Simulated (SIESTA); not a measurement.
Set up this calculation in SIESTA 5.4.2, as the native input.

| Property | Result |
| --- | --- |
| Task | relaxation of cell and atoms |
| Functional | PBEsol |
| Potentials or basis | PseudoDojo 0.4 standard (PBEsol files) |
| Basis | DZP (energy shift 0.003 Ry; two zetas on semicore shells) |
| Grid cutoff | 800 Ry |
| Energy shift | 0.003 Ry |
| k mesh | 6 × 6 × 6 |
| Occupations | fermi-dirac, width 0.05 eV |
| Spin | no spin polarisation |
| optimiser | Broyden |
| force tolerance | 0.01 eV/Å |
| stress tolerance (GPa) | 0.05 |

CdS (Hawleyite):

```
CELL_PARAMETERS angstrom
0.00000 2.91650 2.91650
2.91650 0.00000 2.91650
2.91650 2.91650 0.00000
ATOMIC_POSITIONS crystal
Cd 0.00000 0.00000 0.00000
S 0.75000 0.75000 0.75000
```

One way to write it, as run:

CdS.fdf

```
SystemName                      Hawleyite
SystemLabel                     CdS
NumberOfSpecies                 2
NumberOfAtoms                   2
%block ChemicalSpeciesLabel
  1  48 Cd
  2  16 S
%endblock ChemicalSpeciesLabel

LatticeConstant                 1.0 Ang
%block LatticeVectors
     0.0000000000     2.9165000000     2.9165000000
     2.9165000000     0.0000000000     2.9165000000
     2.9165000000     2.9165000000     0.0000000000
%endblock LatticeVectors
AtomicCoordinatesFormat         Fractional
%block AtomicCoordinatesAndAtomicSpecies
     0.0000000000     0.0000000000     0.0000000000  1  Cd
     0.7500000000     0.7500000000     0.7500000000  2  S
%endblock AtomicCoordinatesAndAtomicSpecies

%block kgrid.MonkhorstPack
    6   0   0  0.0
    0   6   0  0.0
    0   0   6  0.0
%endblock kgrid.MonkhorstPack
XC.Functional                   GGA
XC.Authors                      PBEsol
PAO.BasisSize                   DZP
PAO.EnergyShift                 0.003 Ry
Mesh.Cutoff                     800 Ry
OccupationFunction              FD
ElectronicTemperature           0.05 eV
MaxSCFIterations                120
SCF.MustConverge                false
SCF.Mixer.Method                Pulay
SCF.Mixer.Weight                0.25
SCF.Mixer.History               8
SCF.DM.Tolerance                5.0e-05
SCF.H.Tolerance                 1.0e-03 eV
WriteForces                     true
Charge.Mulliken                 end
MD.TypeOfRun                    Broyden
MD.Steps                        40
MD.MaxForceTol                  0.01 eV/Ang
MD.MaxDispl                     0.1 Ang
WriteCoorStep                   true
AtomCoorFormatOut               Fractional
MD.VariableCell                 true
MD.MaxStressTol                 0.05 GPa
%block PAO.Basis
  Cd 5
  n=4 0 2
    2.625 0.000
  n=5 0 2
    7.504 0.000
  n=4 1 2
    2.973 0.000
  n=5 1 1
    7.504
  n=4 2 2
    4.584 0.000
%endblock PAO.Basis
```

Potentials or basis: PseudoDojo 0.4 standard (PBEsol files), DZP (energy shift 0.003 Ry; two zetas on semicore shells).

Command:

```bash
$ siesta CdS.fdf > CdS.out 2>&1
```

Results of the run:

```json
{
 "Pressure after relaxing": "0.0 GPa",
 "Band gap on the k mesh": "1.23 eV, direct"
}
```

Caveat: the relaxation stopped at its first step, so nothing moved; the basis of atomic orbitals isn't converged, which shifts pressures, moduli and gaps.

Wall time 17 s on 1 thread of Intel(R) Xeon(R) 6975P-C (Granite Rapids) (shared host), peak memory 0.27 GiB.
